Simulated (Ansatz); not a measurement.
Moving the functional in ZnCu2SnS4

The cell as given:

```
Sn Zn Cu S
1.0
    -2.71710    2.71710    5.42480
     2.71710   -2.71710    5.42480
     2.71710    2.71710   -5.42480
Sn Zn Cu S
1 1 2 4
Direct
  0.50000 0.50000 0.00000
  0.25000 0.75000 0.50000
  0.75000 0.25000 0.50000
  0.00000 0.00000 0.00000
  0.62799 0.62839 0.51280
  0.88481 0.37201 0.00040
  0.11559 0.11519 0.48720
  0.37161 0.88441 0.99960
```

The cell comes from a database or a generator and needn't be the form met in nature.

Kept alike: task relaxation of cell and atoms; k mesh 7 × 7 × 7; occupations fermi-dirac, width 0.05 eV; no spin polarisation. Program: Ansatz, Ansatz PAW. Cutoffs run from 420 to 500 eV. The mesh is that of the run's cell of 8 atoms. No spin-orbit coupling.

| functional | volume (Å³/atom) |
| --- | --- |
| LDA | 18.809 |
| PBE | 20.441 |
| PBEsol | 19.410 |
| r2SCAN | 19.824 |

The relaxations keep at least the cell's symmetry (I-4). Relaxations stop with a little pressure left, so the last digits of a volume or edge aren't settled. All rows use potentials made for PBE.

**Question.** What does the functional change here?

**Answer.** The volume runs from 18.809 (LDA) to 20.441 Å³/atom (PBE). From PBE: LDA -1.632; PBEsol -1.031; r2SCAN -0.617.
